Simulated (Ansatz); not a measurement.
# GaSe, relaxed

Aim: in GaSe, a borrowed structure type, volume estimated, relax the atoms in a fixed cell, then read levels, charges and fields where it ends.

Program: Ansatz 0.2.0. Level of theory: DFT, r2SCAN, no spin polarisation, plane waves, PAW. These are calculated values, not measurements.

### Step 1. The cell

Symmetry: P6_3/mmc, No. 194, hexagonal system. The conventional cell has a = 3.716 Å, b = 3.716 Å, c = 16.068 Å, α = 90.00°, β = 90.00°, γ = 120.00°. Ga (site symmetry 3m) has 3 Se at 2.42 Å and 1 Ga at 2.57 Å as nearest neighbours. Se (site symmetry 3m) has 3 Ga at 2.42 Å as nearest neighbours.

Structure file:

```
CELL_PARAMETERS angstrom
1.85820 3.21849 0.00000
-1.85820 3.21849 0.00000
0.00000 0.00000 16.06811
ATOMIC_POSITIONS crystal
Ga 0.33333 0.33333 0.17000
Ga 0.66667 0.66667 0.67000
Ga 0.33333 0.33333 0.33000
Ga 0.66667 0.66667 0.83000
Se 0.33333 0.33333 0.60000
Se 0.66667 0.66667 0.10000
Se 0.33333 0.33333 0.90000
Se 0.66667 0.66667 0.40000
```

It starts from an earlier solution of the starting cell (checkpoint.read).

### Step 2. The walk to rest

input.yaml reads:

```yaml
crystal:
  lattice:
    - [1.858199, 3.218494, 0.0]
    - [-1.858199, 3.218494, 0.0]
    - [0.0, 0.0, 16.068108]
  atoms:
    - { symbol: Ga, position: [0.33333, 0.33334, 0.17] }
    - { symbol: Ga, position: [0.66666, 0.66667, 0.67] }
    - { symbol: Ga, position: [0.33333, 0.33334, 0.33] }
    - { symbol: Ga, position: [0.66667, 0.66667, 0.83] }
    - { symbol: Se, position: [0.33333, 0.33334, 0.6] }
    - { symbol: Se, position: [0.66666, 0.66667, 0.1] }
    - { symbol: Se, position: [0.33333, 0.33334, 0.9] }
    - { symbol: Se, position: [0.66667, 0.66667, 0.4] }
  symmetry: { tolerance: 0.0003 }
kpoints:
  mp_grid: { grid: [8, 8, 2], shift: [0, 0, 0] }
magnetization:
  spin_polarized: false
scf:
  occupations: { method: gaussian, width: 0.0125 }
  lower_state_search: "off"
hamiltonian:
  pseudopotentials: { kind: paw }
  xc: r2scan
basis:
  ecutwfc: 500
  fft_grid_basis: typed
relax:
  max_steps: 80
output:
  forces: true
  stress: true
  eigenvalues: true
  bader: true
  populations: true
  elf: true
  write_potential: true
  volumetric_format: npy
  dos:
    e_range: [-12, 8]
    de: 0.05
    projected: { site_lists: { Ga: [Ga], Se: [Se] } }
checkpoint:
  read: saved_state
```

Started as:

```
ansatz run input.yaml --threads 2 --pin off --max-ram 3584MiB --backend cpu --events-out ev --progress --plain --runs-dir out
```

Q: Predict the outcome of this session. Wanted: moves; energy gained; largest move; pressure left in the fixed cell; gap; least direct gap; Bader charges.

The runs gave:

```
                            quantity                 value
                               moves                     4
                       energy gained         20.4 meV/atom
                        largest move           0.07 Å (Ga)
space group (0.01 Å), before / after   P6_3/mmc / P6_3/mmc
     pressure left in the fixed cell               2.0 GPa
                          gap (mesh)     1.56 eV, indirect
                    least direct gap               1.70 eV
                       Bader charges  Ga +0.73, Se -0.73 e
```

**Reading.** In the fixed cell the largest move of an atom is 0.07 Å; the energy fell by 20.4 meV per atom. The run held to 24 symmetry operations, so a lower structure without them is not ruled out. It is gapped: 1.56 eV, with the least direct gap at 1.70 eV; within 0.7 eV of the edges the states project mainly on Se p (69 %) and Ga p (21 %) below and Ga p (41 %), Se p (30 %) and Ga s (15 %) above. A semilocal functional usually gives too small a gap. Ga loses most charge (+0.73 e on average) and Se gains most (-0.73 e). At the density minimum between Ga and Ga (2.42 Å) the ELF is 0.74 and the density 0.48 e/Å³, a shared, covalent-like contact.

Caveats: the SCF threshold is loose for a stress.
